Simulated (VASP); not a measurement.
# Ba in VASP: settings compared

One slab, Ba, is run at these levels: RPBE, revPBE, AM05; tasks: work function.

Everything below comes from runs of VASP 6.6.1. Logs are shortened: lines on timing, memory, paths and dates and some standing lists are left out, and cuts for length are marked.

## Step 1: Starting point

The cell holds a slab with vacuum, 2 atoms: a = 3.910 Å, b = 4.141 Å, c = 20.700 Å, α = 90.00°, β = 90.00°, γ = 118.17°.

The slab is cut from a database's or a generator's crystal, which needn't be the stable form of the element.

## Step 2: Work function, RPBE

Contents of INCAR:

```
PREC     = Accurate       # precision mode
ENCUT    = 520            # plane-wave cutoff, eV
EDIFF    = 1E-6           # SCF threshold, eV
ISMEAR   = -1             # smearing method
SIGMA    = 0.05           # smearing width, eV
LREAL    = False          # projectors in reciprocal space
LASPH    = True           # aspherical terms in the spheres
NELM     = 80             # most SCF steps
ALGO     = Fast           # electronic algorithm
ISIF     = 2              # what is computed and relaxed
LWAVE    = False          # write WAVECAR
LCHARG   = True           # write CHGCAR
LDIPOL   = True         
IDIPOL   = 3            
DIPOL    = 0.5 0.5 0.500
GGA      = RP             # functional
LELF     = True           # ELF
LVHAR    = True         
LVACPOTAV= True
```

Contents of KPOINTS:

```
regular mesh
0
Gamma
  8 8 1
```

Contents of POSCAR:

```
Ba
1.0
    3.9100000000      0.0000000000      0.0000000000
   -1.9550000000      3.6500000000      0.0000000000
    0.0000000000      0.0000000000     20.7000000000
Ba
2
Direct
    0.0000000000      0.0000000000      0.3623188406
    0.0000000000      0.0000000000      0.6376811594
```

Potentials or basis: VASP PAW PBE potentials, release 64 (Ba_sv).

On the command line:

```bash
> cat potpaw_PBE.64/Ba_sv/POTCAR > POTCAR
> mpirun -np 1 vasp_std > vasp.out
```

OUTCAR:

```text
PREC = Accurate
   ENCUT = 520
   EDIFF = 1E-6
   ISMEAR = -1
   LREAL = False
   LASPH = True
   NELM = 80
   ISIF = 2
   GGA = RP

 ion  position               nearest neighbor table
   1  0.000  0.000  0.362-
   2  0.000  0.000  0.638-

  LATTYP: Found a base centered orthorhombic cell.
 ALAT       =     3.9100000000
 B/A-ratio  =     1.8670076726
 C/A-ratio  =     5.2941176471

  Lattice vectors:

 A1 = (   1.9550000000,  -3.6500000000,   0.0000000000)
 A2 = (   1.9550000000,   3.6500000000,   0.0000000000)
 A3 = (   0.0000000000,   0.0000000000,  20.7000000000)

Analysis of symmetry for initial positions (statically):
=====================================================================
 Subroutine PRICEL returns:
 Original cell was already a primitive cell.

 Routine SETGRP: Setting up the symmetry group for a
 base centered orthorhombic supercell.

 Subroutine GETGRP returns: Found  8 space group operations
 (whereof  8 operations were pure point group operations)
 out of a pool of  8 trial point group operations.

The static configuration has the point symmetry D_2h.

Analysis of symmetry for dynamics (positions and initial velocities):
=====================================================================
 Subroutine PRICEL returns:
 Original cell was already a primitive cell.

 Routine SETGRP: Setting up the symmetry group for a
 base centered orthorhombic supercell.

 Subroutine GETGRP returns: Found  8 space group operations
 (whereof  8 operations were pure point group operations)
 out of a pool of  8 trial point group operations.

The dynamic configuration has the point symmetry D_2h.

 Subroutine INISYM returns: Found  8 space group operations
 (whereof  8 operations are pure point group operations),
 and found     1 'primitive' translations

----------------------------------------------------------------------------------------

                                     Primitive cell

  volume of cell :     295.4201

  direct lattice vectors                    reciprocal lattice vectors
     3.910000000  0.000000000  0.000000000     0.255754476  0.136986301  0.000000000
    -1.955000000  3.650000000  0.000000000     0.000000000  0.273972603  0.000000000
     0.000000000  0.000000000 20.700000000     0.000000000  0.000000000  0.048309179

  length of vectors
     3.910000000  4.140594764 20.700000000     0.290130313  0.273972603  0.048309179

  position of ions in fractional coordinates (direct lattice)
     0.000000000  0.000000000  0.362318841
     0.000000000  0.000000000  0.637681159

  ion indices of the primitive-cell ions
   primitive index   ion index
                 1           1
                 2           2

----------------------------------------------------------------------------------------

 KPOINTS: regular mesh

Automatic generation of k-mesh.
 Grid dimensions read from file:
 generate k-points for:    8    8    1

 Generating k-lattice:

  Cartesian coordinates                     Fractional coordinates (reciprocal lattice)
     0.031969309  0.017123288  0.000000000     0.125000000  0.000000000  0.000000000
     0.000000000  0.034246575  0.000000000     0.000000000  0.125000000  0.000000000
     0.000000000  0.000000000  0.048309179     0.000000000  0.000000000  1.000000000

  Length of vectors
     0.036266289  0.034246575  0.048309179

  Shift w.r.t. Gamma in fractional coordinates (k-lattice)
     0.000000000  0.000000000  0.000000000

 Subroutine IBZKPT returns following result:
 ===========================================

 Found     21 irreducible k-points:

 Following reciprocal coordinates:
            Coordinates               Weight
  0.000000  0.000000  0.000000      1.000000
  0.125000  0.000000  0.000000      4.000000
  0.250000  0.000000  0.000000      4.000000
  0.375000  0.000000  0.000000      4.000000
  0.500000  0.000000  0.000000      2.000000
  0.000000  0.125000  0.000000      2.000000
[... 13 lines left out ...]
  0.250000  0.375000  0.000000      2.000000
  0.000000  0.500000  0.000000      1.000000
   k-points           NKPTS =     21   k-points in BZ     NKDIM =     21   number of bands    NBANDS=     14
   number of dos      NEDOS =    301   number of ions     NIONS =      2
   total plane-waves  NPLWV = 153600
   dimension x,y,z NGX =    30 NGY =   32 NGZ =  160
   dimension x,y,z NGXF=    60 NGYF=   64 NGZF=  320
   ions per type =               2
   NGX,Y,Z   is equivalent  to a cutoff of  12.76, 12.85, 12.85 a.u.
   NGXF,Y,Z  is equivalent  to a cutoff of  25.51, 25.70, 25.70 a.u.
 SYSTEM =  unknown system
   PREC   = accura    normal or accurate (medium, high low for compatibility)
   ISTART =      0    job   : 0-new  1-cont  2-samecut
   ICHARG =      2    charge: 1-file 2-atom 10-const
   ISPIN  =      1    spin polarized calculation?
   LNONCOLLINEAR =      F non collinear calculations
   LSORBIT =      F    spin-orbit coupling
   LASPH  =      T    aspherical Exc in radial PAW
   ENCUT  =  520.0 eV  38.22 Ry    6.18 a.u.   7.27  7.70 38.49*2*pi/ulx,y,z
   NELM   =     80;   NELMIN=  2; NELMDL= -5     # of ELM steps
   EDIFF  = 0.1E-05   stopping-criterion for ELM
   LREAL  =      F    real-space projection
   EDIFFG = 0.1E-04   stopping-criterion for IOM
   NSW    =      0    number of steps for IOM
   IBRION =     -1    ionic relax: 0-MD 1-quasi-New 2-CG
   NFREE  =      0    steps in history (QN), initial steepest desc. (CG)
   ISIF   =      2    stress and relaxation
   ISYM   =      2    0-nonsym 1-usesym 2-fastsym
   POTIM  = 0.5000    time-step for ionic-motion
   TEBEG  =    0.0;   TEEND  =   0.0 temperature during run
   PSTRESS=    0.0 pullay stress
   NELECT =      20.0000    total number of electrons
   NUPDOWN=      -1.0000    fix difference up-down
   EMIN   =  10.00;   EMAX   =-10.00  energy-range for DOS
   EFERMI =   0.00;   METHOD = LEGACY
   ISMEAR =    -1;   SIGMA  =   0.05  broadening in eV -4-tet -1-fermi 0-gaus
   EFERMI_NEDOS =   21; number of points for ismear=-14 and -15
   IALGO  =     68    algorithm
   IMIX   =      4    mixing-type and parameters
     AMIX     =   0.40;   BMIX     =  1.00
     AMIX_MAG =   1.60;   BMIX_MAG =  1.00
  volume/ion in A,a.u.               =     147.71       996.80
  Fermi-wavevector in a.u.,A,eV,Ry     =   0.667224  1.260870  6.057144  0.445188
  Thomas-Fermi vector in A             =   1.741765
   LORBIT       =      0    0 simple, 1 ext, 2 COOP (PROOUT), +10 PAW based schemes
   GGA     = RP    functional components
   LHFCALC =     F    Hartree Fock is set to
   AEXX    =    0.0000 exact exchange contribution
   IVDW    =     0    specifies the selected vdW correction
   LEPSILON=     F    determine dielectric tensor
   LRPA    =     F    only Hartree local field effects (RPA)
 non-spin polarized calculation
 RMM-DIIS sequential band-by-band and
  energy-cutoff  :      520.00
  volume of cell :      295.42
 maximum number of plane-waves:      7991
 NGX is ok and might be reduce to    30
   NGX = 15   NGY = 15   NGZ = 77

 number of electron      20.0000000 magnetization

 dipolmoment           0.000000      0.000000      0.000000 electrons x Angstroem

 Free energy of the ion-electron system (eV)
  ---------------------------------------------------
  ext. energy  EPLUGINS =         0.00000000
  ---------------------------------------------------
  free energy    TOTEN  =        -2.01553542 eV

  energy without entropy =       -1.96507066  energy(sigma->0) =       -1.99030304

 E-fermi :  -0.5154     XC(G=0):  -3.9291

 val. band max:       -0.5156202242   @ k =   0.0000   0.2500   0.0000
 cond. band min:      -0.5007986393   @ k =   0.5000   0.1250   0.0000
 fundamental gap:      0.0148215850
 Fermi energy:        -0.5154102414

 k-point     1 :       0.0000    0.0000    0.0000
  band No.  band energies     occupation
      1     -29.6895      2.00000
      2     -29.6893      2.00000
      3     -15.0224      2.00000
      4     -15.0125      2.00000
      5     -14.4707      2.00000
      6     -14.4704      2.00000
      7     -14.3817      2.00000
      8     -14.3814      2.00000
      9      -2.7629      2.00000
     10      -2.4774      2.00000
     11      -0.6550      1.88437
     12      -0.1864      0.00277
     13      -0.1621      0.00170
     14       0.9876      0.00000

 k-point     2 :       0.1250    0.0000    0.0000
  band No.  band energies     occupation
      1     -29.6751      2.00000
      2     -29.6749      2.00000
      3     -15.0018      2.00000
      4     -14.9922      2.00000
      5     -14.5475      2.00000
      6     -14.5470      2.00000
      7     -14.4772      2.00000
      8     -14.4768      2.00000
      9      -2.4242      2.00000
     10      -2.1119      2.00000
     11      -0.5513      1.34406
     12      -0.0372      0.00014
     13      -0.0223      0.00010
     14       1.0284      0.00000

 k-point     3 :       0.2500    0.0000    0.0000
  band No.  band energies     occupation
      1     -29.6401      2.00000
      2     -29.6399      2.00000
      3     -14.9512      2.00000
      4     -14.9428      2.00000
      5     -14.8633      2.00000
      6     -14.8624      2.00000
      7     -14.5558      2.00000
      8     -14.5553      2.00000
      9      -1.6528      2.00000
     10      -1.3343      2.00000
     11      -0.4708      0.58126
     12       0.0686      0.00002
     13       0.1674      0.00000
     14       0.7801      0.00000

 k-point     4 :       0.3750    0.0000    0.0000
  band No.  band energies     occupation
      1     -29.6046      2.00000
      2     -29.6044      2.00000
      3     -15.1648      2.00000
      4     -15.1637      2.00000
      5     -14.8997      2.00000
      6     -14.8922      2.00000
      7     -14.6230      2.00000
      8     -14.6225      2.00000
      9      -1.2178      2.00000
     10      -1.0939      1.99998
     11      -0.5503      1.33509
     12      -0.1490      0.00131
     13       0.3650      0.00000
     14       1.2066      0.00000

 k-point     5 :       0.5000    0.0000    0.0000
  band No.  band energies     occupation
      1     -29.5898      2.00000
      2     -29.5896      2.00000
      3     -15.2840      2.00000
      4     -15.2828      2.00000
      5     -14.8781      2.00000
      6     -14.8711      2.00000
      7     -14.6501      2.00000
      8     -14.6496      2.00000
      9      -1.2524      2.00000
     10      -1.1815      2.00000
     11      -0.5994      1.68583
[... 225 lines left out ...]
 k-point    19 :       0.1250    0.3750    0.0000
  band No.  band energies     occupation
      1     -29.6171      2.00000
      2     -29.6170      2.00000
      3     -15.1197      2.00000
      4     -15.1185      2.00000
      5     -14.9104      2.00000
      6     -14.9030      2.00000
      7     -14.6217      2.00000
      8     -14.6212      2.00000
      9      -0.8209      1.99557
     10      -0.7145      1.96339
     11      -0.5231      1.07634
     12      -0.1593      0.00161
     13       0.5378      0.00000
     14       1.1946      0.00000

 k-point    20 :       0.2500    0.3750    0.0000
  band No.  band energies     occupation
      1     -29.5987      2.00000
      2     -29.5986      2.00000
      3     -15.0376      2.00000
      4     -15.0365      2.00000
      5     -14.8898      2.00000
      6     -14.8890      2.00000
      7     -14.8858      2.00000
      8     -14.8788      2.00000
      9      -0.1350      0.00099
     10       0.1448      0.00000
     11       0.1518      0.00000
     12       0.2537      0.00000
     13       0.4744      0.00000
     14       0.7563      0.00000

 k-point    21 :       0.0000    0.5000    0.0000
  band No.  band energies     occupation
      1     -29.6218      2.00000
      2     -29.6216      2.00000
      3     -15.1784      2.00000
      4     -15.1772      2.00000
      5     -14.9158      2.00000
      6     -14.9083      2.00000
      7     -14.5133      2.00000
      8     -14.5129      2.00000
      9      -1.2155      2.00000
     10      -1.1364      1.99999
     11      -0.6647      1.90390
     12      -0.3018      0.02749
     13       0.8671      0.00000
     14       1.0104      0.00000

------------------------ aborting loop because EDIFF is reached ----------------------------------------

  FORCE on cell =-STRESS in cart. coord.  units (eV):
  Direction    XX          YY          ZZ          XY          YZ          ZX
  --------------------------------------------------------------------------------------
  -------------------------------------------------------------------------------------
  Total        3.5490847      1.7565973     -1.0171755      0.0000000      0.0000000      0.0000000
  in kB       19.2480607      9.5267075     -5.5165366      0.0000000      0.0000000      0.0000000
  external PRESSURE =       7.7527439 kB  Pullay stress =       0.0000000 kB

 VOLUME and BASIS-vectors are now :
 -----------------------------------------------------------------------------
  energy-cutoff  :      520.00
  volume of cell :      295.42
      direct lattice vectors                 reciprocal lattice vectors
     3.910000000  0.000000000  0.000000000     0.255754476  0.136986301  0.000000000
    -1.955000000  3.650000000  0.000000000     0.000000000  0.273972603  0.000000000
     0.000000000  0.000000000 20.700000000     0.000000000  0.000000000  0.048309179

 POSITION                                       TOTAL-FORCE (eV/Angst)
 -----------------------------------------------------------------------------------
      0.00000      0.00000      7.50000         0.000000      0.000000      0.177528
      0.00000      0.00000     13.20000        -0.000000      0.000000     -0.177528
 -----------------------------------------------------------------------------------
    total drift:                               -0.000000     -0.000000      0.000000

  FREE ENERGIE OF THE ION-ELECTRON SYSTEM (eV)
  ---------------------------------------------------
  free  energy   TOTEN  =        -2.0155354238 eV

  energy  without entropy=       -1.9650706560  energy(sigma->0) =       -1.99030304

 vacuum level on the upper side and lower side of the slab         1.898         1.898
```

It took 6 min on 1 thread of Intel Xeon Platinum 8375C at 2.90GHz (Ice Lake), shared host; peak memory 0.43 GiB.

What came out:

| Property | Result |
| --- | --- |
| Free energy | -2.0155 eV |
| Largest force | 0.178 eV/Å |
| Band gap on the k mesh | none (metal or under the smearing width) |
| Work function of the upper face | 2.41 eV |
| Work function of the lower face | 2.41 eV |

Forces in eV/Å, atoms in the order of the input:
```
Ba   0.000  0.000  0.178
Ba   0.000  0.000 -0.178
```

Levels at points of the mesh, in eV from the Fermi level:
| k point | band 8 | band 9 | band 10 | band 11 | band 12 | band 13 |
| --- | --- | --- | --- | --- | --- | --- |
| (0.00, 0.00, 0.00) | -13.87 | -2.25 | -1.96 | -0.14 | 0.33 | 0.35 |
| (0.50, 0.00, 0.00) | -14.13 | -0.74 | -0.67 | -0.08 | 0.26 | 1.67 |
| (0.00, 0.50, 0.00) | -14.00 | -0.70 | -0.62 | -0.15 | 0.21 | 1.38 |

Caveat: the PAW data sets were made with another functional, which shifts forces and pressure a little. Spin-orbit coupling is left out, which matters for the levels of Ba.

(Part 1 of 2 ends here.)
